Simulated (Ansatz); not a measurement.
Space group F-43m (No. 216); a = b = c = 5.9573 Å, α = β = γ = 90.00°

```
atom  site  symmetry       x       y       z
----  ----  --------  ------  ------  ------
Sb      4d      -43m  0.7500  0.7500  0.7500
Al      4a      -43m  0.0000  0.0000  0.0000
```
(The calculation used a cell of 2 atoms; values per cell refer to that cell.)

Dynamical quadrupoles are not included in the interpolation of the phonons between the solved wave vectors. Spin-orbit coupling is not included. The pressure is 5 GPa. The structure is held there; whether it is the stable one at that pressure was not tested.

Task: What linear thermal expansion coefficient does quasi-harmonic lattice dynamics on Ansatz (a first-principles code), LDA functional, plane-wave PAW give at 650 K, and what isobaric heat capacity per mole of formula units and Grüneisen parameter?

Result: α = 1.4 × 10⁻⁶ K⁻¹; C_P = 48.7 J/(mol K); γ = 0.20. Whether this phase is the stable one at each condition was not tested.

The PAW data sets were generated under PBE and serve the other functionals too.
